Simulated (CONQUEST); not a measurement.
Crystal: Sn.

```
CELL_PARAMETERS angstrom
3.45308 0.00000 0.00000
0.00000 3.55109 0.00000
0.00000 0.00000 4.67668
ATOMIC_POSITIONS crystal
Sn 0.00000 0.00000 0.00000
Sn 0.50000 0.50000 0.50000
```

This isn't the form of Sn at room conditions, which is tetragonal (white tin).

```yaml
Program: CONQUEST 1.3
Task: single point
Functional: PBE
Potentials_or_basis: PseudoDojo NC PBE, DZP, grid cutoff 120 Ha
k_mesh: 8 × 8 × 6
Occupations: fermi-dirac, width 0.05 eV
Spin: no spin polarisation
```

On this cell: pressure 0.2 GPa; largest force under 0.003 eV/Å; band gap on the k mesh none (metal or under the smearing width).

The same run follows on a disturbed copy (atoms of the box moved at random, drawn with an rms of 0.05 Å):

```
Sn
1.0
     3.45308    0.00000    0.00000
     0.00000    3.55109    0.00000
     0.00000    0.00000    4.67668
Sn
2
Direct
  0.00088 0.00163 0.99840
  0.49717 0.49368 0.49878
```

Question: What does the disturbed cell give?

Answer: The energy (extrapolated to zero smearing) moves by +0.2 meV/atom; pressure 0.2 GPa; largest force 0.027 eV/Å; band gap on the k mesh none (metal or under the smearing width).

Forces on the atoms (eV/Å):
```
Sn  -0.007 -0.020  0.001
Sn   0.007  0.026  0.002
```

Stress tensor (GPa, compression positive):
```
-0.33 -0.01  0.00
-0.01  0.20  0.00
 0.00  0.00  0.62
```

Caveats: the box holds several primitive cells, so bands are folded and the points are those of the box's own zone; the basis of atomic orbitals isn't converged, which shifts pressures, moduli and gaps.
